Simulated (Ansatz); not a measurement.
All numbers below come from Ansatz 0.2.0, DFT PBE, scalar-relativistic, plane waves, PAW. Several structures of Zr₂Si₃ were relaxed, and the powder pattern of one of them was computed from 10° to 70° in 2θ (λ = 1.5406 Å; lines under 1 % are left out).

Cu Kα1 powder pattern (kinematic, no thermal factors).
2θ (°) (relative intensity): 11.42 (12), 22.96 (11), 27.47 (30), 29.84 (100), 34.73 (13), 36.10 (89), 44.84 (57), 48.57 (53), 50.07 (2), 54.38 (7), 55.22 (12), 56.71 (4), 58.06 (15), 59.67 (8), 61.09 (15), 61.99 (18), 66.91 (5), 68.24 (16), 69.83 (2)

Question: Which structure gives it?
A.

```
Zr Si
1.0
     1.98787    1.14769    6.54720
    -1.98787    1.14769    6.54720
     0.00000   -2.29539    6.54720
Zr Si
2 3
Direct
  0.41069 0.41069 0.41069
  0.58931 0.58931 0.58931
  0.00000 0.00000 0.00000
  0.16998 0.16998 0.16998
  0.83002 0.83002 0.83002
```

B.

```
Zr Si
1.0
     4.50178    0.00000    0.00000
    -2.25089    3.89865    0.00000
     0.00000    0.00000    5.24028
Zr Si
2 3
Direct
  0.66667 0.33333 0.50000
  0.33333 0.66667 0.00000
  0.00000 0.00000 0.75229
  0.00000 0.00000 0.24771
  0.66667 0.33333 0.00000
```

C.

```
Zr Si
1.0
     3.74563    0.00000    0.00000
    -1.87282    3.24381    0.00000
     0.00000    0.00000    7.74187
Zr Si
2 3
Direct
  0.33333 0.66667 0.19663
  0.66667 0.33333 0.80337
  0.00000 0.00000 0.00000
  0.33333 0.66667 0.57038
  0.66667 0.33333 0.42962
```

D.

```
Zr Si
1.0
     3.73186    0.00000    0.00000
     0.00000    3.73186    0.00000
     0.00000    0.00000    6.57906
Zr Si
2 3
Direct
  0.50000 0.00000 0.34741
  0.00000 0.50000 0.65259
  0.00000 0.50000 0.23157
  0.50000 0.00000 0.76843
  0.50000 0.50000 0.00000
```

Answer: C. Its strongest line, at 2θ = 29.84°, has d = λ/(2 sin θ) = 2.992 Å and is the (1 0 1) reflection of the conventional P-3m1 cell with a = 3.746 Å, c = 7.742 Å. The others have their strongest lines at 34.6° (A); 28.5° (B); 36.4° (D).

The cells needn't be stable.
